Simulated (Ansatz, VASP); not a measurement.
One calculation of Ge, two programs

File POSCAR:

```
Ge
1.0
   -0.8812561986      1.7625123971      1.7625123971
    1.7625123971     -0.8812561986      1.7625123971
    1.7625123971      1.7625123971     -0.8812561986
Ge
1
Direct
    0.0000000000      0.0000000000      0.0000000000
```

Contents of INCAR.step1:

```
SYSTEM = Ge
  PREC = Accurate
  ENCUT = 520
  ISMEAR = 0
  SIGMA = 0.15
  LREAL = .False.
  LASPH = .True.
  NELM = 100
  NBANDS = 13
  GGA = PE
  ALGO = Normal
  EDIFF = 1E-4
  LWAVE = .True.
  LCHARG = .False.
```

File INCAR.step2:

```
SYSTEM = Ge
  PREC = Accurate
  ENCUT = 520
  EDIFF = 1E-6
  ISMEAR = 0
  SIGMA = 0.15
  LREAL = .False.
  LASPH = .True.
  NELM = 100
  ALGO = Normal
  ISIF = 2
  LWAVE = .False.
  LCHARG = .False.
  METAGGA = R2SCAN
  LMIXTAU = .True.
  NBANDS = 13
  ISTART = 1
```

File KPOINTS:

```
Automatic mesh
0
Gamma
  22 22 22
  0 0 0
```

Input for Ansatz:

```yaml
crystal:
  lattice:
    - [-0.8812561986, 1.7625123971, 1.7625123971]
    - [1.7625123971, -0.8812561986, 1.7625123971]
    - [1.7625123971, 1.7625123971, -0.8812561986]
  atoms:
    - { symbol: Ge, position: [0.0, 0.0, 0.0] }
basis:
  ecutwfc: 500
kpoints:
  mp_grid: { grid: [22, 22, 22] }
hamiltonian:
  xc: r2scan
scf:
  occupations: { method: gaussian, width: 0.15 }
output:
  forces: true
  stress: true
  eigenvalues: true
```

Alike in both runs: task single point; functional r2SCAN; k mesh 22 × 22 × 22; occupations gaussian, width 0.15 eV; no spin polarisation.

|  | VASP | Ansatz |
| --- | --- | --- |
| version | VASP 6.6.1 | Ansatz 0.2.0 |
| potentials or method | VASP PAW PBE potentials, release 64 (Ge_d) | scalar-relativistic, plane waves, PAW |
| plane-wave cutoff (eV) | 520 | 500 |
| valence electrons in the cell | 14 | 14 |

```tsv
	VASP	Ansatz	Ansatz less VASP
gap on the k mesh at the Fermi level (eV)	none	none	-
pressure (GPa)	3.5	3.4	-0.05
```

A gap of «none» marks a metal or a gap that the smearing closes.

Caveats: the PAW data sets were made with another functional, which shifts forces and pressure a little (VASP).
